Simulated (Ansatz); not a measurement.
# TePb (I4/mmm) in Ansatz: further runs

The runs below take TePb through single point, with PBE.

Everything below comes from runs of Ansatz 0.2.0. Logs are shortened: lines on timing, memory, paths and dates and some standing lists are left out, and cuts for length are marked.

### Step 1. The cell of the first run

The structure is tetragonal, space group I4/mmm (No. 139). The conventional cell has a = 4.569 Å, b = 4.569 Å, c = 6.204 Å, α = 90.00°, β = 90.00°, γ = 90.00°. Pb (site symmetry 4/mmm) has 6 Te at 3.10 to 3.23 Å as nearest neighbours. Around Te (site symmetry 4/mmm) lie 6 Pb at 3.10 to 3.23 Å.

Measurements of this composition are mostly on another form, of space group No. 225.

### Step 2. Single point, PBE (strained by -4 %)

Contents of input.yaml:

```yaml
crystal:
  lattice:
    - [0.0, 3.231, 3.231]
    - [3.10176, 0.0, 3.231]
    - [3.10176, 3.231, 0.0]
  atoms:
    - { symbol: Pb, position: [0.0, 0.0, 0.0] }
    - { symbol: Te, position: [0.5, 0.5, 0.5] }
hamiltonian:
  xc: pbe
  pseudopotentials: { kind: paw }
kpoints:
  mp_grid: { grid: [7, 7, 7] }
scf:
  occupations: { method: fermi_dirac, width: 0.05 }
output:
  forces: true
  stress: true
  eigenvalues: true
```

Potentials or basis: Ansatz PAW.

Command:

```
$ ansatz run input.yaml --threads 2 --pin off --max-ram 5632MiB --backend cpu --events-out ev --progress --plain --runs-dir out
```

Standard output:

```text
Warning: RAYON_NUM_THREADS=2 ignored (pool sized by the plan → 2); use --threads N
Engine: ansatz 0.2.0, aarch64-unknown-linux-gnu
Pseudopotentials: kind: paw
Pseudopotential: Pb, paw, valence charge 14, recommended cutoff 420 eV (normal), Pb.paw.azcp
Pseudopotential: Te, paw, valence charge 16, recommended cutoff 420 eV (normal), Te.paw.azcp
Functional definition: PBE
  parameter kappa = 0.804
  parameter beta = 0.06672455060314922
  exchange = pbe_x(kappa = kappa, mu = beta*pi^2/3)
  correlation = pbe_c(beta = beta)
Crystal: 2 atoms, lattice volume = 64.761 Å³
Basis set: ecut = 420 eV, 1267 PW (Γ), exchange–correlation on 64×60×60 points (8 copies of the dense FFT grid, shifted against one another)
Bands: 19, of which v1, the nominal top of the filled ones, is band 15 counted from 1 (14 counted from 0)
Symmetry: 16 space group operations
Space group: I4/mmm (ITA 139), of the structure as read, at distance tolerance 4.0e-5 Å
k-points: 40 of 343
Non-local potential: Pb, projectors of the file, l = 0: 2, l = 1: 2, l = 2: 2, l = 3: 2
Non-local potential: Te, projectors of the file, l = 0: 2, l = 1: 2, l = 2: 2, l = 3: 2
PAW form: soft (Blöchl's): semilocal exchange-correlation on the pseudo side does not see the compensation charge
PAW one-centre angular grid: Pb, 590 points (default); XC on 64 Gauss nodes
PAW one-centre angular grid: Te, 590 points (default); XC on 64 Gauss nodes
Initial density: superposition of atomic densities (neutral atoms: chi_scale 0, normalization atom), corrected by the library's trained network
Initial wavefunctions: pseudopotential atomic-orbital guess
Functional: x = pbe(κ = 0.804, μ = 0.2195149727645171), c = pbe(β = 0.06672455060314922)
SCF iter   1: F=—  HF=-18887.079743 eV  |F-HF|=—  |Δ(HF+E_count)|=         —  Δρ=5.93e-4  dr2=1.79e-4  ethr=1.77e-3  ⟨swp⟩=6.4  Hψ=3977  notcnv=0
preconditioner: auto → none  [insulator: Δε(μ)=0.848 eV  Ē_g=14.868 eV  σ=0.050 eV  W_gap=1.00  n_scr=14 (ndim 8)  ℏωp=20.6 eV  f_vac=0.011  D(μ)=0.00/eV (n_scr^D=0)  ε∞_Penn≈2.9]
SCF iter   2: F=—  HF=-18887.077813 eV  |F-HF|=—  |Δ(HF+E_count)|=   1.93e-3  Δρ=4.07e-4  dr2=8.79e-5  ethr=5.96e-7  ⟨swp⟩=3.0  Hψ=2035  notcnv=0
SCF iter   3: F=—  HF=-18887.077818 eV  |F-HF|=—  |Δ(HF+E_count)|=   4.69e-6  Δρ=1.59e-4  dr2=1.01e-5  ethr=2.93e-7  ⟨swp⟩=2.1  Hψ=1131  notcnv=0
SCF iter   4: F=—  HF=-18887.077837 eV  |F-HF|=—  |Δ(HF+E_count)|=   1.87e-5  Δρ=4.73e-5  dr2=1.43e-6  ethr=3.36e-8  ⟨swp⟩=2.0  Hψ=1361  notcnv=0
SCF iter   5: F=—  HF=-18887.077836 eV  |F-HF|=—  |Δ(HF+E_count)|=   3.33e-7  Δρ=1.99e-5  dr2=3.28e-7  ethr=4.76e-9  ⟨swp⟩=2.0  Hψ=1360  notcnv=0
SCF iter   6: F=-18887.077836 eV  HF=-18887.077836 eV  |F-HF|=8.36e-9  |Δ(HF+E_count)|=   1.70e-8  Δρ=4.19e-6  dr2=1.17e-8  ethr=3.33e-10  ⟨swp⟩=6.2  Hψ=3552  notcnv=0
SCF 1 converged in 6 iterations: F = -18887.077836 eV  dr2 = 1.17e-8
SCF converged after 6 iterations
Free energy (F): -18887.077836 eV
Harris-Foulkes:  -18887.077836 eV  (|F-HF|=8.36e-9)
Internal energy: -18887.077823 eV  (E = F + TS)
E sigma→0 (E₀):  -18887.077830 eV
Entropy (-TS):   -0.000013 eV (-0.007 meV/atom)
Fermi energy:    9.746776 eV
--- Per-component energies (eV) ---
  E_band       = -300.658343
  E_kinetic    = 469.706632
  E_local      = -2327.126624  (includes V_loc(G=0)·N_el)
  E_nonlocal   = 39.904040
  E_hartree    = 1233.637581
  E_xc         = -346.145783
  E_vxc        = -237.908415  (∫ρ·V_xc dr)
  E_paw        = -15066.664646  (= ΣΔE_a)
  E_vpaw       = -712.502669  (= ΣTr[D̂ρ^β])
  E_aug_tail   = -0.000156  (compensation charges beyond the density's cutoff)
  E_ewald      = -2890.388867
  E_smearing   = -0.000013  (= −TS)
  E_closure    = -0.000000  (closes the sum)
  Σ components = -18887.077836   (vs F -18887.077836, Δ=0.00e0)
--- Forces (eV/Å), atoms counted from 1 ---
  atom   1  Pb     0.00000000     0.00000000    -0.00000000
  atom   2  Te     0.00000000     0.00000000     0.00000000
  max |Σ_I F_I| component: 5.52e-30 eV/Å
--- Stress (GPa, compression-positive) ---
        8.843487       0.000000       0.000000
        0.000000       2.352127       0.000000
        0.000000      -0.000000       2.352127
  P = ⅓ Tr σ = 4.5159 GPa (45.159 kbar)
--- Band table (eV; the first three rows and the last of 40) ---
  k-point 0: bands = ["-26.9554", "-26.9489", "-26.9466", "-26.9466", "-26.9435", "-7.4395", "-7.4315", "-7.4267", "-7.4201", "-7.4201", "-3.0125", "3.9006", "7.5691", "7.9967", "7.9967", "13.1673", "13.1673", "14.1748", "15.0183"]
  k-point 1: bands = ["-26.9554", "-26.9489", "-26.9465", "-26.9465", "-26.9435", "-7.4417", "-7.4355", "-7.4252", "-7.4180", "-7.4166", "-2.8281", "3.2500", "7.7687", "8.0213", "8.2607", "12.2808", "12.4332", "13.2290", "14.9237"]
  k-point 2: bands = ["-26.9553", "-26.9488", "-26.9463", "-26.9462", "-26.9433", "-7.4483", "-7.4453", "-7.4233", "-7.4113", "-7.4074", "-2.3042", "1.9440", "8.0508", "8.1152", "8.8094", "11.0209", "11.3006", "11.8443", "15.5118"]
  k-point 39: bands = ["-26.9551", "-26.9489", "-26.9462", "-26.9459", "-26.9428", "-7.4829", "-7.4408", "-7.4138", "-7.4063", "-7.4024", "-1.1065", "1.1015", "5.2497", "5.9392", "8.7882", "11.5195", "13.8888", "14.7856", "15.5994"]
```

Run time: 1.7 s. Hardware: 2 threads of Arm Neoverse V1, shared host; peak memory 0.35 GiB.

Results:

| Item | Value |
| --- | --- |
| Free energy | -18887.0778 eV |
| Pressure | 4.5 GPa |
| Band gap on the k mesh | 0.85 eV, direct |

Stress tensor (GPa, compression positive):
```
8.84 0.00 0.00
0.00 2.35 0.00
0.00 0.00 2.35
```

Caveat: odd divisions of the mesh miss points on the zone boundary, where band edges often lie, so the gap on the mesh can be too wide; spin-orbit coupling is left out, which as a rule narrows the gap of such compounds by several tenths of an eV. A k mesh can miss the band edges.

### Step 3. Single point, PBE (strained by -2 %)

Changes to input.yaml since step 2:

```diff
@@ -3,4 +3,4 @@
     - [0.0, 3.231, 3.231]
-    - [3.10176, 0.0, 3.231]
-    - [3.10176, 3.231, 0.0]
+    - [3.16638, 0.0, 3.231]
+    - [3.16638, 3.231, 0.0]
   atoms:
```

Potentials or basis: Ansatz PAW.

Command:

```
$ ansatz run input.yaml --threads 2 --pin off --max-ram 5632MiB --backend cpu --events-out ev --progress --plain --runs-dir out
```

Run time: 1.7 s. Hardware: 2 threads of Arm Neoverse V1, shared host; peak memory 0.36 GiB.

It converged, with:

```
Free energy            : -18887.1359 eV
Pressure               : 3.2 GPa
Band gap on the k mesh : 0.95 eV, direct
```

Stress tensor (GPa, compression positive):
```
5.08 0.00 0.00
0.00 2.24 0.00
0.00 0.00 2.24
```

Levels at points of the mesh, in eV from the valence-band top:
| k point | band 13 | band 14 | band 15 | band 16 | band 17 | band 18 |
| --- | --- | --- | --- | --- | --- | --- |
| (0.00, 0.00, 0.00) | -1.47 | -1.27 | -1.27 | 4.04 | 4.04 | 4.52 |

Caveat: odd divisions of the mesh miss points on the zone boundary, where band edges often lie, so the gap on the mesh can be too wide; spin-orbit coupling is left out, which as a rule narrows the gap of such compounds by several tenths of an eV.

### Step 4. Single point, PBE (strained by -1 %)

Changes to input.yaml since step 3:

```diff
@@ -3,4 +3,4 @@
     - [0.0, 3.231, 3.231]
-    - [3.16638, 0.0, 3.231]
-    - [3.16638, 3.231, 0.0]
+    - [3.19869, 0.0, 3.231]
+    - [3.19869, 3.231, 0.0]
   atoms:
```

Potentials or basis: Ansatz PAW.

Command:

```
$ ansatz run input.yaml --threads 2 --pin off --max-ram 5632MiB --backend cpu --events-out ev --progress --plain --runs-dir out
```

Standard output:

```text
Warning: RAYON_NUM_THREADS=2 ignored (pool sized by the plan → 2); use --threads N
[... 9 set-up lines as earlier in the session ...]
Crystal: 2 atoms, lattice volume = 66.785 Å³
[... 31 lines left out ...]
  E_kinetic    = 468.671693
  E_local      = -2370.486216  (includes V_loc(G=0)·N_el)
  E_nonlocal   = 39.835199
  E_hartree    = 1249.501194
  E_xc         = -345.701261
  E_vxc        = -237.301873  (∫ρ·V_xc dr)
  E_paw        = -15066.578661  (= ΣΔE_a)
  E_vpaw       = -712.379973  (= ΣTr[D̂ρ^β])
  E_aug_tail   = -0.000149  (compensation charges beyond the density's cutoff)
  E_ewald      = -2862.395672
  E_smearing   = -0.000003  (= −TS)
  E_closure    = 0.000000  (closes the sum)
  Σ components = -18887.153876   (vs F -18887.153876, Δ=0.00e0)
--- Forces (eV/Å), atoms counted from 1 ---
  atom   1  Pb     0.00000000     0.00000000     0.00000000
  atom   2  Te     0.00000000    -0.00000000    -0.00000000
  max |Σ_I F_I| component: 6.31e-30 eV/Å
--- Stress (GPa, compression-positive) ---
        3.506977       0.000000       0.000000
        0.000000       2.176866      -0.000000
        0.000000       0.000000       2.176866
  P = ⅓ Tr σ = 2.6202 GPa (26.202 kbar)
--- Band table (eV; the first three rows and the last of 40) ---
  k-point 0: bands = ["-27.3397", "-27.3384", "-27.3336", "-27.3336", "-27.3330", "-7.8835", "-7.8802", "-7.8741", "-7.8718", "-7.8718", "-3.2445", "3.3005", "7.4049", "7.5060", "7.5060", "12.8745", "12.8745", "13.1092", "14.6382"]
  k-point 1: bands = ["-27.3397", "-27.3383", "-27.3335", "-27.3335", "-27.3329", "-7.8860", "-7.8832", "-7.8727", "-7.8698", "-7.8689", "-3.0678", "2.7238", "7.4958", "7.5518", "7.7970", "11.9664", "12.1369", "12.2978", "14.4880"]
  k-point 2: bands = ["-27.3396", "-27.3383", "-27.3334", "-27.3333", "-27.3327", "-7.8928", "-7.8909", "-7.8714", "-7.8627", "-7.8611", "-2.5681", "1.5240", "7.6799", "7.6968", "8.3219", "10.6665", "10.9839", "11.0867", "15.0493"]
  k-point 39: bands = ["-27.3394", "-27.3384", "-27.3334", "-27.3331", "-27.3322", "-7.9265", "-7.8846", "-7.8670", "-7.8596", "-7.8501", "-1.4204", "0.7829", "4.9107", "5.5539", "8.2002", "10.8505", "13.5281", "14.3561", "15.0195"]
```

It took 1.8 s on 2 threads of Arm Neoverse V1, shared host; peak memory 0.36 GiB.

Results:

```
Free energy            : -18887.1539 eV
Pressure               : 2.6 GPa
Band gap on the k mesh : 0.99 eV, direct
```

Levels at points of the mesh, in eV from the valence-band top:
```tsv
k point	band 12	band 13	band 14	band 15	band 16	band 17	band 18	band 19
(0.00, 0.00, 0.00)	-5.46	-1.36	-1.26	-1.26	4.11	4.11	4.35	5.88
```

Caveat: odd divisions of the mesh miss points on the zone boundary, where band edges often lie, so the gap on the mesh can be too wide; spin-orbit coupling is left out, which as a rule narrows the gap of such compounds by several tenths of an eV.

### Step 5. Overview

```tsv
cell	gap on the mesh (eV)	pressure (GPa)
strained by -4 %	0.85	4.5
strained by -2 %	0.95	3.2
strained by -1 %	0.99	2.6
```

Alike in all rows: task single point; level PBE; potentials or basis Ansatz PAW; no spin polarisation; k mesh 7 × 7 × 7; cutoff (eV) 420; smearing fermi-dirac 0.05 eV.

Caveats: odd divisions of the mesh miss points on the zone boundary, where band edges often lie, so the gap on the mesh can be too wide; spin-orbit coupling is left out, which as a rule narrows the gap of such compounds by several tenths of an eV.

Total energies depend on the potentials used, so only differences within one code and one set of settings carry meaning.
